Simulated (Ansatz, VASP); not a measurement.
# Tc in VASP and in Ansatz

INCAR

```
SYSTEM = Tc
  ALGO = Normal
  EDIFF = 1E-6
  ENCUT = 520
  GGA = PS
  ISIF = 2
  ISMEAR = -1
  LASPH = .TRUE.
  LCHARG = .TRUE.
  LELF = .TRUE.
  LREAL = .FALSE.
  LVHAR = .TRUE.
  LWAVE = .FALSE.
  NBANDS = 12
  NELM = 80
  PREC = Accurate
  SIGMA = 0.1
```

KPOINTS

```
k-points
0
G
  9 9 9
  0 0 0
```

File POSCAR:

```
Tc
1.0
    0.0000000000      1.9500000000      1.9500000000
    1.9500000000      0.0000000000      1.9500000000
    1.9500000000      1.9500000000      0.0000000000
Tc
1
Direct
    0.0000000000      0.0000000000      0.0000000000
```

Input for Ansatz:

```yaml
crystal:
  lattice:
    - [0.0, 1.95, 1.95]
    - [1.95, 0.0, 1.95]
    - [1.95, 1.95, 0.0]
  atoms:
    - { symbol: Tc, position: [0.0, 0.0, 0.0] }
kpoints:
  mp_grid:
    grid: [9, 9, 9]
hamiltonian:
  xc: pbesol
scf:
  occupations:
    method: fermi_dirac
    width: 0.1
output:
  stress: true
```

This isn't the form of Tc at room conditions, which is hcp.

Alike in both runs: task single point; functional PBEsol; k mesh 9 × 9 × 9; occupations fermi-dirac, width 0.1 eV; no spin polarisation.

```csv
,VASP,Ansatz
version,VASP 6.6.1,Ansatz 0.2.0
potentials or method,"VASP PAW PBE potentials, release 64 (Tc_pv)","plane waves, PAW"
plane-wave cutoff (eV),520,500
valence electrons in the cell,13,15
```

Ansatz gave:

```
pressure (GPa) : -15.0
```

Question: Estimate VASP's values.

Answer: Pressure (GPa): -15.6.

The two sets of potentials don't hold the same shells in valence.

Caveats: so large a pressure means that the cell lies far from this level's equilibrium, or that cutoff or potentials fall short (VASP); the potentials were made for another functional, which shifts forces and pressure (VASP).
